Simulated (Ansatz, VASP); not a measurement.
## NaH in VASP and in Ansatz

Contents of INCAR:

```
SYSTEM = NaH
  PREC = Accurate
  ENCUT = 520
  EDIFF = 1E-7
  ISMEAR = -1
  SIGMA = 0.03
  LREAL = .False.
  LASPH = .True.
  NELM = 100
  ALGO = Normal
  ISIF = 2
  LWAVE = .False.
  LCHARG = .False.
  GGA = PS
  NBANDS = 11
```

KPOINTS

```
regular mesh
0
Gamma
  9 9 9
  0 0 0
```

POSCAR

```
NaH
1.0
    0.0244000000      2.4522000000      2.4522000000
    2.4522000000      0.0244000000      2.4522000000
    2.4522000000      2.4522000000      0.0244000000
Na H
1 1
Direct
    0.0000000000      0.0000000000      0.0000000000
    0.5000000000      0.5000000000      0.5000000000
```

Input for Ansatz:

```yaml
crystal:
  lattice:
    - [0.0244, 2.4522, 2.4522]
    - [2.4522, 0.0244, 2.4522]
    - [2.4522, 2.4522, 0.0244]
  atoms:
    - { symbol: Na, position: [0.0, 0.0, 0.0] }
    - { symbol: H, position: [0.5, 0.5, 0.5] }
kpoints:
  mp_grid: { grid: [9, 9, 9] }
  band_path:
    path:
      - [0.0, 0.0, 0.0]
      - [0.5, 0.5, 0.5]
      - [0.247543133, 0.5, 0.752456867]
      - [-0.247543133, 0.247543133, 0.5]
      - [0.0, 0.0, 0.5]
      - [0.0, 0.0, 0.0]
      - [-0.3737715665, 0.0, 0.3737715665]
      - [0.0, 0.3737715665, 0.6262284335]
      - [0.0, 0.5, 0.5]
    npoints: 5
scf:
  occupations: { method: fermi_dirac, width: 0.03 }
hamiltonian:
  xc: pbesol
  pseudopotentials: { kind: all_electron, lapw: { basis_error: 0.001 } }
output:
  forces: true
  stress: true
  eigenvalues: true
```

Change from the starting cell: equal xy, yz and zx shear strains of +1 %.

Alike in both runs: task single point; functional PBEsol; k mesh 9 × 9 × 9; occupations fermi-dirac, width 0.03 eV; no spin polarisation.

|  | VASP | Ansatz |
| --- | --- | --- |
| version | VASP 6.6.1 | Ansatz 0.2.0 |
| potentials or method | VASP PAW PBE potentials, release 64 (Na_pv, H) | all-electron LAPW, scalar-relativistic |
| plane-wave cutoff (eV) | 520 | see its input |

|  | VASP | Ansatz | Ansatz less VASP |
| --- | --- | --- | --- |
| gap on the k mesh at the Fermi level (eV) | 3.73 | 3.73 | +0.002 |
| pressure (GPa) | -1.2 | -1.2 | +0.01 |
| largest component of the traceless stress (GPa) | 0.22 | 0.22 | -0.001 |

Ansatz ran all-electron here, so the differences hold the error of VASP's frozen core and of both bases.

Caveats: the PAW data sets were made with another functional, which shifts forces and pressure a little (VASP); an odd mesh through Γ misses points on the zone boundary, where band edges often lie.
